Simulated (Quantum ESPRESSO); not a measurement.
Crystal: NiO.

```xyz
2
Lattice="2.5046 0.0000 0.0000 0.0000 2.5046 0.0000 0.0000 0.0000 2.5046" Properties=species:S:1:pos:R:3 pbc="T T T"
Ni    0.0000    0.0000    0.0000
O     1.2523    1.2523    1.2523
```

Measurements of this composition are mostly on another form, of space group No. 225.

Base run:

```yaml
Program: Quantum ESPRESSO 7.5
Functional: LDA
Potentials_or_basis: PseudoDojo 0.4 SR PBEsol stringent
Cutoff: 1415 eV
Density_cutoff: 5660 eV
k_mesh: 7 × 7 × 7
Occupations: gaussian, width 0.05 eV
Spin: collinear spin, ferromagnetic start
Starting_moments: "[2.0, 0.0] μB"
Hubbard_terms: Ni d U = 6 eV
```

Its results: band gap on the k mesh none (metal or under the smearing width); pressure 15.9 GPa; net moment 2.00 μB per cell; site moments Ni +1.43; O +0.55 μB.

**Question.** The run is repeated on the same cell with these changes: functional from LDA to PW91. What comes out?

**Answer.** Band gap on the k mesh none (metal or under the smearing width); pressure 36.5 GPa; net moment 2.00 μB per cell; site moments Ni +1.46; O +0.53 μB.

PW91 binds less tightly than LDA, so the same cell stands under more pressure.

Caveats: the potentials were made for another functional, which shifts forces and pressure; a cell with one magnetic atom can't hold antiferromagnetic order, which such compounds often take; a pressure of tens of GPa on the cell as given is suspect, and the run, the potentials or the cell itself is likely at fault (some runs).
